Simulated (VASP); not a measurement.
# Mg (P6_3/mmc) in VASP: settings compared

One crystal, Mg, is run at these levels: PBE, PBEsol0; tasks: single point, relaxation of cell and atoms.

Everything below comes from runs of VASP 6.6.1. Logs are shortened: lines on timing, memory, paths and dates and some standing lists are left out, and cuts for length are marked.

**1. The crystal as given**

The structure is hexagonal, space group P6_3/mmc (No. 194). Conventional cell: a = 3.209 Å, b = 3.209 Å, c = 5.210 Å, α = 90.00°, β = 90.00°, γ = 120.00°. Around Mg (site symmetry -6m2) lie 12 Mg at 3.20 to 3.21 Å.

**2. Single point, PBE**

INCAR

```
SYSTEM = Mg
PREC = Accurate
ENCUT = 520
EDIFF = 1E-7
ISMEAR = 0
SIGMA = 0.012
LREAL = .FALSE.
LASPH = .TRUE.
NELM = 100
ALGO = Normal
ISIF = 2
LWAVE = .FALSE.
LCHARG = .FALSE.
GGA = PE
NBANDS = 9
```

KPOINTS

```
Automatic mesh
0
G
  10 10 5
  0 0 0
```

POSCAR

```
Mg
1.0
    3.2093000000      0.0000000000      0.0000000000
   -1.6046500000      2.7793353284      0.0000000000
    0.0000000000      0.0000000000      5.2103000000
Mg
2
Direct
    0.6666666667      0.3333333333      0.7500000000
    0.3333333333      0.6666666667      0.2500000000
```

Potentials or basis: VASP PAW PBE potentials, release 64 (Mg).

On the command line:

```
cat potpaw_PBE.64/Mg/POTCAR > POTCAR
mpirun -np 1 vasp_std > vasp.out
```

OUTCAR:

```text
SYSTEM = Mg
   PREC = Accurate
   ENCUT = 520
   EDIFF = 1E-7
   ISMEAR = 0
   LREAL = .FALSE.
   LASPH = .TRUE.
   NELM = 100
   ISIF = 2
   GGA = PE

 ion  position               nearest neighbor table
   1  0.667  0.333  0.750-   2 3.20   2 3.20   2 3.20   2 3.20   2 3.20   2 3.20
   2  0.333  0.667  0.250-   1 3.20   1 3.20   1 3.20   1 3.20   1 3.20   1 3.20

  LATTYP: Found a hexagonal cell.
 ALAT       =     3.2093000000
 C/A-ratio  =     1.6235004518

  Lattice vectors:

 A1 = (   3.2093000000,   0.0000000000,   0.0000000000)
 A2 = (  -1.6046500000,   2.7793353284,   0.0000000000)
 A3 = (   0.0000000000,   0.0000000000,   5.2103000000)

Analysis of symmetry for initial positions (statically):
=====================================================================
 Subroutine PRICEL returns:
 Original cell was already a primitive cell.

 Routine SETGRP: Setting up the symmetry group for a
 hexagonal supercell.

 Subroutine GETGRP returns: Found 24 space group operations
 (whereof 12 operations were pure point group operations)
 out of a pool of 24 trial point group operations.

The static configuration has the point symmetry D_3d.
 The point group associated with its full space group is D_6h.

Analysis of symmetry for dynamics (positions and initial velocities):
=====================================================================
 Subroutine PRICEL returns:
 Original cell was already a primitive cell.

 Routine SETGRP: Setting up the symmetry group for a
 hexagonal supercell.

 Subroutine GETGRP returns: Found 24 space group operations
 (whereof 12 operations were pure point group operations)
 out of a pool of 24 trial point group operations.

The dynamic configuration has the point symmetry D_3d.
 The point group associated with its full space group is D_6h.

 Subroutine INISYM returns: Found 24 space group operations
 (whereof 12 operations are pure point group operations),
 and found     1 'primitive' translations

----------------------------------------------------------------------------------------

                                     Primitive cell

  volume of cell :      46.4744

  direct lattice vectors                    reciprocal lattice vectors
     3.209300000  0.000000000  0.000000000     0.311594429  0.179899127  0.000000000
    -1.604650000  2.779335328  0.000000000     0.000000000  0.359798255  0.000000000
     0.000000000  0.000000000  5.210300000     0.000000000  0.000000000  0.191927528

  length of vectors
     3.209300000  3.209300000  5.210300000     0.359798255  0.359798255  0.191927528

  position of ions in fractional coordinates (direct lattice)
     0.666666667  0.333333333  0.750000000
     0.333333333  0.666666667  0.250000000

  ion indices of the primitive-cell ions
   primitive index   ion index
                 1           1
                 2           2

----------------------------------------------------------------------------------------

 KPOINTS: Automatic mesh

Automatic generation of k-mesh.
 Grid dimensions read from file:
 generate k-points for:   10   10    5

 Generating k-lattice:

  Cartesian coordinates                     Fractional coordinates (reciprocal lattice)
     0.031159443  0.017989913  0.000000000     0.100000000 -0.000000000  0.000000000
     0.000000000  0.035979825  0.000000000     0.000000000  0.100000000  0.000000000
     0.000000000  0.000000000  0.038385506     0.000000000  0.000000000  0.200000000

  Length of vectors
     0.035979825  0.035979825  0.038385506

  Shift w.r.t. Gamma in fractional coordinates (k-lattice)
     0.000000000  0.000000000  0.000000000

 Subroutine IBZKPT returns following result:
 ===========================================

 Found     42 irreducible k-points:

 Following reciprocal coordinates:
            Coordinates               Weight
  0.000000  0.000000  0.000000      1.000000
  0.100000  0.000000  0.000000      6.000000
  0.200000  0.000000  0.000000      6.000000
  0.300000  0.000000  0.000000      6.000000
  0.400000  0.000000  0.000000      6.000000
  0.500000  0.000000  0.000000      3.000000
[... 16 lines left out ...]
  0.300000  0.100000  0.200000     24.000000
  0.400000  0.100000  0.200000     24.000000
 [... further k-points ...]
   k-points           NKPTS =     42   k-points in BZ     NKDIM =     42   number of bands    NBANDS=      9
   number of dos      NEDOS =    301   number of ions     NIONS =      2
   total plane-waves  NPLWV =  23040
   dimension x,y,z NGX =    24 NGY =   24 NGZ =   40
   dimension x,y,z NGXF=    48 NGYF=   48 NGZF=   80
   ions per type =               2
   NGX,Y,Z   is equivalent  to a cutoff of  12.43, 12.43, 12.76 a.u.
   NGXF,Y,Z  is equivalent  to a cutoff of  24.86, 24.86, 25.53 a.u.
 SYSTEM =  Mg
   PREC   = accura    normal or accurate (medium, high low for compatibility)
   ISTART =      0    job   : 0-new  1-cont  2-samecut
   ICHARG =      2    charge: 1-file 2-atom 10-const
   ISPIN  =      1    spin polarized calculation?
   LNONCOLLINEAR =      F non collinear calculations
   LSORBIT =      F    spin-orbit coupling
   LASPH  =      T    aspherical Exc in radial PAW
   ENCUT  =  520.0 eV  38.22 Ry    6.18 a.u.   5.97  5.97  9.69*2*pi/ulx,y,z
   NELM   =    100;   NELMIN=  2; NELMDL= -5     # of ELM steps
   EDIFF  = 0.1E-06   stopping-criterion for ELM
   LREAL  =      F    real-space projection
   EDIFFG = 0.1E-05   stopping-criterion for IOM
   NSW    =      0    number of steps for IOM
   IBRION =     -1    ionic relax: 0-MD 1-quasi-New 2-CG
   NFREE  =      0    steps in history (QN), initial steepest desc. (CG)
   ISIF   =      2    stress and relaxation
   ISYM   =      2    0-nonsym 1-usesym 2-fastsym
   POTIM  = 0.5000    time-step for ionic-motion
   TEBEG  =    0.0;   TEEND  =   0.0 temperature during run
   PSTRESS=    0.0 pullay stress
   NELECT =       4.0000    total number of electrons
   NUPDOWN=      -1.0000    fix difference up-down
   EMIN   =  10.00;   EMAX   =-10.00  energy-range for DOS
   EFERMI =   0.00;   METHOD = LEGACY
   ISMEAR =     0;   SIGMA  =   0.01  broadening in eV -4-tet -1-fermi 0-gaus
   EFERMI_NEDOS =   21; number of points for ismear=-14 and -15
   IALGO  =     38    algorithm
   IMIX   =      4    mixing-type and parameters
     AMIX     =   0.40;   BMIX     =  1.00
     AMIX_MAG =   1.60;   BMIX_MAG =  1.00
  volume/ion in A,a.u.               =      23.24       156.81
  Fermi-wavevector in a.u.,A,eV,Ry     =   0.722809  1.365911  7.108401  0.522453
  Thomas-Fermi vector in A             =   1.812866
   LORBIT       =      0    0 simple, 1 ext, 2 COOP (PROOUT), +10 PAW based schemes
   GGA     = PE    functional components
   LHFCALC =     F    Hartree Fock is set to
   AEXX    =    0.0000 exact exchange contribution
   IVDW    =     0    specifies the selected vdW correction
   LEPSILON=     F    determine dielectric tensor
   LRPA    =     F    only Hartree local field effects (RPA)
 non-spin polarized calculation
 Gauss-broadening in eV      SIGMA  =   0.01
  energy-cutoff  :      520.00
  volume of cell :       46.47
 maximum number of plane-waves:      1277
 NGX is ok and might be reduce to    24
   NGX = 11   NGY = 11   NGZ = 19

 number of electron       4.0000000 magnetization

 Free energy of the ion-electron system (eV)
  ---------------------------------------------------
  ext. energy  EPLUGINS =         0.00000000
  ---------------------------------------------------
  free energy    TOTEN  =        -2.99896426 eV

  energy without entropy =       -2.99862930  energy(sigma->0) =       -2.99879678

 E-fermi :   2.5563     XC(G=0):  -8.4539

 val. band max:        2.5504919904   @ k =   0.4000   0.1000   0.4000
 cond. band min:       2.6092688569   @ k =   0.2000   0.1000   0.0000
 fundamental gap:      0.0587768666
 Fermi energy:         2.5563270395

 k-point     1 :       0.0000    0.0000    0.0000
  band No.  band energies     occupation
      1      -4.3093      2.00000
      2       0.9089      2.00000
      3       1.3256      2.00000
      4      13.4381      0.00000
      5      13.4381      0.00000
      6      13.5279      0.00000
      7      13.5279      0.00000
      8      14.3314      0.00000
      9      15.8832      0.00000

 k-point     2 :       0.1000    0.0000    0.0000
  band No.  band energies     occupation
      1      -4.1141      2.00000
      2       1.0876      2.00000
      3       1.5154      2.00000
      4      10.6586      0.00000
      5      12.0071      0.00000
      6      12.8095      0.00000
      7      15.1975      0.00000
      8      15.2140      0.00000
      9      15.3377      0.00000

 k-point     3 :       0.2000    0.0000    0.0000
  band No.  band energies     occupation
      1      -3.5309      2.00000
      2       1.6240      2.00000
      3       2.0738      2.00000
      4       7.7056      0.00000
      5      10.8578      0.00000
      6      11.3324      0.00000
      7      12.4093      0.00000
      8      13.5597      0.00000
      9      15.3958      0.00000

 k-point     4 :       0.3000    0.0000    0.0000
  band No.  band energies     occupation
      1      -2.5667      2.00000
      2       2.5190      1.99999
      3       2.9218      0.00000
      4       5.1007      0.00000
      5       9.6782      0.00000
      6       9.7319      0.00000
      7      10.0387      0.00000
      8      11.9136      0.00000
      9      14.4788      0.00000
[... 205 lines left out ...]
 k-point    22 :       0.2000    0.1000    0.2000
  band No.  band energies     occupation
      1      -2.7321      2.00000
      2       0.4904      2.00000
      3       4.6182      0.00000
      4       6.6848      0.00000
      5       8.3436      0.00000
      6       9.7967      0.00000
      7      11.4137      0.00000
      8      13.3632      0.00000
      9      13.6409      0.00000

 k-point    23 :       0.3000    0.1000    0.2000
  band No.  band energies     occupation
      1      -1.5859      2.00000
      2       1.5767      2.00000
      3       3.9866      0.00000
      4       5.8305      0.00000
      5       6.9167      0.00000
      6       8.0912      0.00000
      7      10.6219      0.00000
      8      11.4796      0.00000
      9      13.3408      0.00000

 k-point    24 :       0.4000    0.1000    0.2000
  band No.  band energies     occupation
      1      -0.0818      2.00000
      2       1.7185      2.00000
      3       3.1685      0.00000
      4       4.9000      0.00000
      5       6.8410      0.00000
      6       7.8182      0.00000
      7       9.3083      0.00000
      8      10.5781      0.00000
      9      13.0328      0.00000

 [... further k-points ...]
[... 5 lines left out ...]
  --------------------------------------------------------------------------------------
  -------------------------------------------------------------------------------------
  Total       -0.2438021     -0.2438021     -0.0181677      0.0000000      0.0000000      0.0000000
  in kB       -8.4049286     -8.4049286     -0.6263187      0.0000000      0.0000000      0.0000000
  external PRESSURE =      -5.8120587 kB  Pullay stress =       0.0000000 kB

 VOLUME and BASIS-vectors are now :
 -----------------------------------------------------------------------------
  energy-cutoff  :      520.00
  volume of cell :       46.47
      direct lattice vectors                 reciprocal lattice vectors
     3.209300000  0.000000000  0.000000000     0.311594429  0.179899127  0.000000000
    -1.604650000  2.779335328  0.000000000     0.000000000  0.359798255  0.000000000
     0.000000000  0.000000000  5.210300000     0.000000000  0.000000000  0.191927528

 POSITION                                       TOTAL-FORCE (eV/Angst)
 -----------------------------------------------------------------------------------
      1.60465      0.92645      3.90773        -0.000000      0.000000      0.000000
     -0.00000      1.85289      1.30258         0.000000     -0.000000      0.000000
 -----------------------------------------------------------------------------------
    total drift:                                0.000000     -0.000000      0.000000

  FREE ENERGIE OF THE ION-ELECTRON SYSTEM (eV)
  ---------------------------------------------------
  free  energy   TOTEN  =        -2.9989642633 eV

  energy  without entropy=       -2.9986292970  energy(sigma->0) =       -2.99879678
```

It took 6.9 s on 1 thread of Intel Xeon 6975P-C (Granite Rapids), shared host; peak memory 0.15 GiB.

Results:

* Free energy: -2.9990 eV
* Pressure: -0.6 GPa
* Band gap on the k mesh: none (metal or under the smearing width)

**3. Single point, PBE**

INCAR

```
PREC     = Accurate       # precision mode
ENCUT    = 520            # plane-wave cutoff, eV
EDIFF    = 1E-6           # SCF threshold, eV
ISMEAR   = 0              # smearing method
SIGMA    = 0.015          # smearing width, eV
LREAL    = False          # projectors in reciprocal space
LASPH    = True           # aspherical terms in the spheres
NELM     = 60             # most SCF steps
ALGO     = Normal         # electronic algorithm
ISIF     = 2              # what is computed and relaxed
LWAVE    = False          # write WAVECAR
LCHARG   = False          # write CHGCAR
GGA      = PE             # functional
NBANDS   = 9              # bands
```

KPOINTS

```
regular mesh
0
Gamma
  10 10 5
```

POSCAR is that of step 2.

Potentials or basis: VASP PAW PBE potentials, release 64 (Mg).

On the command line:

```
cat potpaw_PBE.64/Mg/POTCAR > POTCAR
mpirun -np 1 vasp_std > vasp.out
```

Run time: 4.4 s. Hardware: 1 thread of Intel Xeon 6975P-C (Granite Rapids), shared host; peak memory 0.16 GiB.

It converged, with:

* Free energy: -2.9990 eV
* Pressure: -0.6 GPa
* Band gap on the k mesh: none (metal or under the smearing width)

Stress tensor (GPa, compression positive):
```
-0.83  0.00  0.00
 0.00 -0.83  0.00
 0.00  0.00 -0.08
```

Levels at points of the mesh, in eV from the Fermi level:
```
           k point  band 1  band 2  band 3  band 4  band 5  band 6  band 7
(0.00, 0.00, 0.00)   -6.87   -1.65   -1.23   10.88   10.88   10.97   10.97
(0.50, 0.00, 0.00)   -2.11   -2.11    2.66    3.03    3.26    3.67    6.83
```

**4. Relaxation of cell and atoms, PBEsol0**

POSCAR is that of step 3.

INCAR.step1

```
PREC = Accurate
ENCUT = 600
EDIFF = 1E-5
ISMEAR = -1
SIGMA = 0.05
LREAL = F
LASPH = T
NELM = 100
ALGO = Normal
LWAVE = T
LCHARG = F
GGA = PE
```

INCAR.step2

```
PREC = Accurate
ENCUT = 600
EDIFF = 1E-7
ISMEAR = -1
SIGMA = 0.05
LREAL = F
LASPH = T
NELM = 100
ALGO = Normal
ISIF = 3
LWAVE = F
LCHARG = F
GGA = PS
LHFCALC = T
AEXX = 0.25
PRECFOCK = Fast
HFRCUT = -1
IBRION = 2
NSW = 40
EDIFFG = -0.01
ISTART = 1
```

KPOINTS

```
regular mesh
0
Gamma
  5 5 3
```

On the command line:

```
cat potpaw_PBE.64/Mg/POTCAR > POTCAR
cp INCAR.step1 INCAR
mpirun -np 1 vasp_std > vasp.out
cp INCAR.step2 INCAR
mpirun -np 1 vasp_std > vasp.out
```

Run time: 40 s. Hardware: 1 thread of Intel Xeon 6975P-C (Granite Rapids), shared host; peak memory 0.18 GiB.

The run converged. Its results:

| Property | Result |
| --- | --- |
| Free energy | -3.4137 eV |
| Relaxed volume | 22.28 Å³/atom |
| Relaxed cell | a = 3.157 Å, b = 3.157 Å, c = 5.164 Å, α = 90.00°, β = 90.00°, γ = 120.00° |
| Space group after relaxing (to 0.05 Å) | P6_3/mmc (No. 194) |
| Energy gained by relaxing | 5.2 meV/atom |
| Ionic steps | 3 |
| Pressure after relaxing | 0.0 GPa |
| Band gap on the k mesh | none (metal or under the smearing width) |

The path:
```tsv
step	energy change (eV)	largest force (eV/Å)	pressure (GPa)	volume (Å³)
1	0.0000	0.0000	-1.58	46.47
2	-0.0100	0.0000	-0.36	44.95
3	-0.0105	0.0000	-0.01	44.56
```

Final structure:
```cif
data_structure
_symmetry_space_group_name_H-M 'P 1'
_symmetry_Int_Tables_number 1
_cell_length_a 3.1566
_cell_length_b 3.1566
_cell_length_c 5.1636
_cell_angle_alpha 90.000
_cell_angle_beta 90.000
_cell_angle_gamma 120.000
_cell_volume 44.56
loop_
_atom_site_label
_atom_site_type_symbol
_atom_site_fract_x
_atom_site_fract_y
_atom_site_fract_z
_atom_site_occupancy
Mg1 Mg 0.66667 0.33333 0.75000 1
Mg2 Mg 0.33333 0.66667 0.25000 1
```

Levels at points of the mesh, in eV from the Fermi level:
| k point | band 1 | band 2 | band 3 | band 4 | band 5 | band 6 |
| --- | --- | --- | --- | --- | --- | --- |
| (0.00, 0.00, 0.00) | -8.22 | -2.26 | -1.70 | 12.65 | 12.65 | 12.88 |

Caveat: the k mesh is coarse (spacing up to 0.45 Å⁻¹), so the values aren't converged, least of all with exact exchange; the PAW data sets were made with another functional, which shifts forces and pressure a little.

**5. Single point, PBE**

INCAR

```
SYSTEM = Mg
PREC = Accurate ; ENCUT = 520
EDIFF = 1E-7 ; ISMEAR = 0
SIGMA = 0.025 ; LREAL = .False.
LASPH = .True. ; NELM = 60
ALGO = Normal ; ISIF = 2
LWAVE = .False. ; LCHARG = .False.
GGA = PE ; NBANDS = 9
```

KPOINTS

```
regular mesh
0
Gamma
  10 10 5
  0 0 0
```

POSCAR is that of step 4.

On the command line:

```
cat potpaw_PBE.64/Mg/POTCAR > POTCAR
mpirun -np 1 vasp_std > vasp.out
```

Wall time 10 s (1 thread of AMD EPYC 7R43 (Zen 3), shared host); peak memory 0.13 GiB.

Results (log left out):

```
Free energy            : -2.9994 eV
Pressure               : -0.6 GPa
Band gap on the k mesh : none (metal or under the smearing width)
```

Stress tensor (GPa, compression positive):
```
-0.80  0.00  0.00
 0.00 -0.80  0.00
 0.00  0.00 -0.09
```

Levels at points of the mesh, in eV from the Fermi level:
```csv
k point,band 1,band 2,band 3,band 4,band 5,band 6,band 7
"(0.00, 0.00, 0.00)",-6.87,-1.66,-1.24,10.87,10.87,10.96,10.96
"(0.50, 0.00, 0.00)",-2.12,-2.12,2.65,3.02,3.25,3.66,6.82
```

**6. For comparison**

An earlier run on the cell as given: functional PBE; potentials or basis VASP PAW PBE potentials, release 64 (Mg); cutoff 520 eV; k mesh 10 × 10 × 5; occupations fermi-dirac, width 0.05 eV; no spin polarisation.

- Pressure: -0.5 GPa
- Band gap on the k mesh: none (metal or under the smearing width)

**7. Overview**

```csv
task,level,cell,k mesh,cutoff (eV),smearing,grid for exact exchange (PRECFOCK),exchange at q = 0,mesh quality,gap on the mesh (eV),pressure (GPa)
single point,PBE,as given,10 × 10 × 5,520,gaussian 0.012 eV,-,-,not flagged,none,-0.6
single point,PBE,as given,10 × 10 × 5,520,gaussian 0.015 eV,-,-,not flagged,none,-0.6
relaxation of cell and atoms,PBEsol0,relaxed,5 × 5 × 3,600,fermi-dirac 0.05 eV,Fast,truncated,coarse,none,0.0
single point,PBE,as given,10 × 10 × 5,520,gaussian 0.025 eV,-,-,not flagged,none,-0.6
single point,PBE,as given,10 × 10 × 5,520,fermi-dirac 0.05 eV,-,-,not flagged,none,-0.5
```

Alike in all rows: potentials or basis VASP PAW PBE potentials, release 64 (Mg); no spin polarisation.

Caveats: some runs use coarse meshes; the PAW data sets were made with another functional, which shifts forces and pressure a little (some runs).

Absolute energies hang on the potentials; compare differences alone.
